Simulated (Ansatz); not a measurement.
Runs of Ansatz 0.2.0 on BaTiO3. The typed cell holds 10 atoms: a = 4.000 Å, b = 4.018 Å, c = 8.000 Å, α = 90.00°, β = 90.00°, γ = 90.00°. 

| level | gap on the mesh (eV) | pressure (GPa) | relaxed volume (Å³/atom) |
| --- | --- | --- | --- |
| PBE+D3(BJ)-ATM | (b) | 0.0 | 13.01 |
| PBE+D4 | 2.32 | 0.0 | (c) |
| PBE | (a) | 0.0 | 13.38 |
| PBE+D3(BJ) | 2.29 | 0.0 | 12.95 |

Alike in all rows: task relaxation of cell and atoms; potentials or basis Ansatz PAW; no spin polarisation; cell relaxed from: a zone-boundary wave of random shape, sigma 0.1 Å; k mesh 7 × 7 × 4; cutoff (eV) 420; smearing fermi-dirac 0.05 eV.

Task: Estimate the missing entries.

Result: (a) 2.42; (b) 2.31; (c) 13.03.

Caveats: odd divisions of the mesh miss points on the zone boundary, where band edges often lie, so the gap on the mesh can be too wide; the plane-wave basis is chosen anew once the cell has moved, so the energies of steps on either side of that aren't comparable; spin-orbit coupling is left out, which moves the levels of the heavy elements.

A k mesh can miss the band edges, and the runs leave out spin-orbit coupling on Ba.
